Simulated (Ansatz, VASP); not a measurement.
## NaCl: VASP beside Ansatz

The input INCAR:

```
PREC = Accurate ; ENCUT = 520
EDIFF = 1E-6 ; ISMEAR = -1
SIGMA = 0.02 ; LREAL = False
LASPH = True ; NELM = 100
ALGO = Normal ; ISIF = 2
LWAVE = False ; LCHARG = False
GGA = PE ; NBANDS = 14
```

KPOINTS

```
Automatic mesh
0
Gamma
  8 8 8
```

POSCAR

```
NaCl
1.0
    3.4137645164     -0.0457813233     -0.0457813233
   -0.0457813233      3.4137645164     -0.0457813233
   -0.0457813233     -0.0457813233      3.4137645164
Na Cl
1 1
Direct
    0.0000000000      0.0000000000      0.0000000000
    0.5000000000      0.5000000000      0.5000000000
```

Input for Ansatz:

```yaml
crystal:
  lattice:
    - [3.4137645164, -0.0457813233, -0.0457813233]
    - [-0.0457813233, 3.4137645164, -0.0457813233]
    - [-0.0457813233, -0.0457813233, 3.4137645164]
  atoms:
    - { symbol: Na, position: [0.0, 0.0, 0.0] }
    - { symbol: Cl, position: [0.5, 0.5, 0.5] }
kpoints:
  mp_grid: { grid: [8, 8, 8] }
  band_path:
    path:
      - [0.0, 0.0, 0.0]
      - [0.0, 0.5, 0.0]
      - [0.5, 0.5, 0.0]
      - [0.5, 0.5, 0.5]
      - [0.0, 0.5, 0.5]
    npoints: 1
hamiltonian:
  xc: pbe
scf:
  occupations: { method: fermi_dirac, width: 0.02 }
  n_extra_bands: 4
output:
  forces: true
  stress: true
  eigenvalues: true
```

Change from the starting cell: shear_111 strain -4.0%.

Alike in both runs: task single point; functional PBE; k mesh 8 × 8 × 8; occupations fermi-dirac, width 0.02 eV; no spin polarisation.

```csv
,VASP,Ansatz
version,VASP 6.6.1,Ansatz 0.2.0
potentials or method,"VASP PAW PBE potentials, release 64 (Na_pv, Cl)","plane waves, PAW"
plane-wave cutoff (eV),520,420
valence electrons in the cell,14,16
```

|  | VASP | Ansatz | Ansatz less VASP |
| --- | --- | --- | --- |
| gap on the k mesh at the Fermi level (eV) | 4.26 | 4.26 | 0.000 |
| pressure (GPa) | 2.5 | 2.6 | +0.05 |
| largest component of the traceless stress (GPa) | 0.07 | 0.07 | -0.003 |

With one functional, cell and mesh, what is left measures potentials, basis and numerics. The two sets of potentials don't hold the same shells in valence.

A k mesh can miss the band edges.
